Seven k points sample the electron waves in titanium, here in a slightly distorted body-centred cubic (bcc) crystal and not in its usual hexagonal one. At points 2 and 3, the second and third rows, the energies stand as question marks. Where do the two lowest valence levels lie there, judging by the other five points?

JDFTx 1.7.0 (patched build), plane-wave DFT with the PBE functional and scalar-relativistic PseudoDojo 0.5 standard pseudopotentials, for a one-atom titanium cell strained at fixed volume. The runs use no spin polarisation or spin-orbit coupling, a 1142.88 eV wave cutoff, an 11×11×11 k mesh and 0.05 eV Fermi-Dirac smearing. Levels are relative to the Fermi energy.

```
point a (reciprocal cell vector)  point b (reciprocal cell vector)  point c (reciprocal cell vector)  level under 4 (eV)  level under 3 (eV)  level under 2 (eV)  level under 1 (eV)  level over 1 (eV)  level over 2 (eV)
                          0.0000                            0.0000                            0.0000              -32.45              -32.42              -32.39              -5.888              0.797              0.888
                          0.1818                           -0.3636                            0.0000                   ?                   ?                   ?                   ?                  ?                  ?
                          0.2727                            0.3636                           -0.2727                   ?                   ?                   ?                   ?                  ?                  ?
                          0.3636                           -0.1818                           -0.0909              -32.44               -3.32               -0.08              -0.036              2.691              2.817
                          0.3636                           -0.0909                            0.0909              -32.95              -32.63              -32.47              -2.568              0.084              0.240
                          0.4545                           -0.4545                           -0.4545              -32.86              -32.81               -1.98              -1.958              3.446              3.675
                          0.4545                           -0.0909                            0.2727              -32.77              -32.55               -1.32              -0.496              0.036              2.341
```

Energies are counted from the Fermi energy. "Level under 1" is the nearest level below it and "level over 1" the nearest above, so a column does not follow one band. Values near −32 eV belong to the 3p semicore shell and have to be set aside. The lowest valence level is then "level under 1" at point 1, but "level under 3" at point 4.

Point 1 is the zone centre, where the wave has the same phase on every atom. There bcc symmetry keeps s and d states apart. The single level at −5.9 eV is expected to be s-like, and the levels just above the Fermi energy to be d levels of the t2g kind, which can combine into lobes that point at the nearest neighbours. Away from the centre an s-like level should rise as for a free electron:

E = E₀ + ħ²k²/2m

Here E₀ is the level at the centre, k the length of the wave vector and m the electron mass. Sodium, a simpler bcc metal, follows such a parabola through its filled states. Titanium can do so only until the parabola meets its d levels.

At point 4 the parabola still holds: it gives −3.35 eV, and the calculation −3.32 eV. To get k, the cell vectors were taken along the body diagonals of an ideal bcc cube. The angles between them in the run, 108.6° to 111.1°, are close to the 109.5° of such a cube. The small distortion can still shift the parabola by about 0.1 eV, so the even closer match at point 4 is partly luck.

Point 6 lies near the zone corner, where nearest neighbours have opposite phase. Two levels almost coincide at about −2.0 eV, and the next is 5.4 eV higher. At the corner itself, the symmetry of an ideal bcc crystal makes two d levels exactly equal. Which levels lie low follows from the bonds. The sign change turns the t2g bonds antibonding and pushes those levels up, while the other d pair, called e_g, ends up low. The parabola would put the lowest level at +5.6 eV here, so the d levels act as a ceiling.

Points 5 and 7 show how rough a flat ceiling is. At point 5 parabola and ceiling meet, and the computed level lies 0.6 eV below both, as expected when s and d states mix and repel each other. At point 7 it lies about 0.7 eV above the ceiling, probably because the d band itself is not flat.

The model for the lowest level is therefore the lower of parabola and ceiling, adjusted by a straight-line fit to the five known points. Point 2 was not in that fit and can be worked by hand. Its k is 0.445 × 2π/d, where d = 3.28 Å is the edge of an undistorted cube with the same volume per atom, or 0.852 Å⁻¹. With ħ²/2m = 3.81 eV Å² the rise is

3.81 × 0.852² ≈ 2.77 eV

and −5.89 + 2.77 = −3.12 eV, below the ceiling. The straight-line fit hardly changes this, and the forecast is −3.1 ± 0.6 eV, still s-like. Point 3 lies farther out, where the ceiling takes over: −2.0 ± 0.6 eV.

The second level changes from t2g at the centre to e_g near the corner. A line through the five points stands in for that change. It uses the phase sum P, the average of the wave's phase factor over the eight nearest neighbours, which is 1 at the centre and −1 at the corner:

E₂ ≈ −0.40 + 1.36 P (in eV)

For point 2 this gives 0.0 ± 0.5 eV, which leaves open on which side of the Fermi energy the level falls. For point 3 it gives −0.9 ± 0.5 eV, so at least two valence levels should lie below the Fermi energy. The error bars are the typical misses when each known point is left out in turn. The start of the parabola and the ceiling, read off at points 1 and 6, stay fixed in that test, so the bar for the lowest level may be somewhat too small.

The withheld rows as computed:

```
point a (reciprocal cell vector)  point b (reciprocal cell vector)  point c (reciprocal cell vector)  level under 4 (eV)  level under 3 (eV)  level under 2 (eV)  level under 1 (eV)  level over 1 (eV)  level over 2 (eV)
                          0.1818                           -0.3636                            0.0000              -32.56              -32.45               -3.22              -0.091              0.102              2.349
                          0.2727                            0.3636                           -0.2727              -32.72              -32.69               -1.70              -0.844              1.497              1.809
```

At point 2 both forecasts are about 0.1 eV too high. The lowest level, at −3.22 eV, is close to the parabola, which fits a mainly s-like state. Taking the distorted cell as an ideal cube is enough to explain a miss of this size. The second falls just below the Fermi energy and the third just above. At the smearing used the second is mostly filled and the third mostly empty.

At point 3 the lowest level is −1.70 eV, and the forecast was about 0.25 eV too low. The parabola alone would have been 1.6 eV too high, so the ceiling was needed. The miss has the same sign as at point 7, which again suggests a d band that rises away from the corner. The second level was forecast 0.1 eV too low, and two valence levels do lie below the Fermi energy. The printed analysis below lists the misses at all seven points.

For reading such a table, set the semicore levels aside first and count the valence levels from the bottom. If a row shows no semicore level, its lowest valence level may be missing from the table. Then follow the free-electron parabola only as far as the d levels. Where they meet and beyond, this simple model missed by up to about 0.6 eV here.

The analysis program printed:

```
nearest contact in ideal bcc at this volume, angstrom: 2.843
parabola at point 4 with first cell vector reversed, eV: 2.187
parabola at point 4 with second cell vector reversed, eV: -0.5813
parabola at point 4 with third cell vector reversed, eV: -2.427
splitting of the low pair at point 6, eV: 0.022
distance from that pair to the next level at point 6, eV: 5.404
fit of lowest on 5 rows: constant 0.03785 +/- 0.51, coefficient of envelope 1.006 +/- 0.15; rms 0.395, worst 0.4545 -0.634, leave-one-out rms 0.561
  rows outside the fit (model, value, miss): 0.1818 -3.099, -3.22, 0.121; 0.2727 -1.954, -1.7, -0.254
fit of second on 5 rows: constant -0.403 +/- 0.14, coefficient of phase 1.361 +/- 0.22; rms 0.242, worst 0.3636 -0.36, leave-one-out rms 0.482
  rows outside the fit (model, value, miss): 0.1818 -0.002599, -0.091, 0.0884; 0.2727 -0.9454, -0.844, -0.101
Valence levels and models in eV:
     row  levels below Fermi  k in 2pi/a  phase sum  lowest  parabola  parabola less lowest  fit less lowest  second  line less second   third
     0.0                   1           0          1  -5.888    -5.888                     0         0.003999   0.797            0.1615   0.888
  0.1818                   2      0.4453     0.2941   -3.22    -3.119                0.1007           0.1206  -0.091            0.0884   0.102
  0.2727                   2      0.6428    -0.3984    -1.7   -0.1198                  1.58          -0.2535  -0.844           -0.1014   1.497
  0.3636                   3      0.4264     0.3608   -3.32     -3.35                 -0.03         -0.01141   -0.08            0.1683  -0.036
  0.3636                   1        0.53     0.0933  -2.568    -1.966                0.6024           0.6145   0.084             -0.36    0.24
  0.4545                   2       0.909    -0.9594   -1.98     5.648                 7.628          0.02647  -1.958            0.2488   3.446
  0.4545                   2      0.7159    -0.2289   -1.32     1.267                 2.587          -0.6335  -0.496           -0.2186   0.036
```
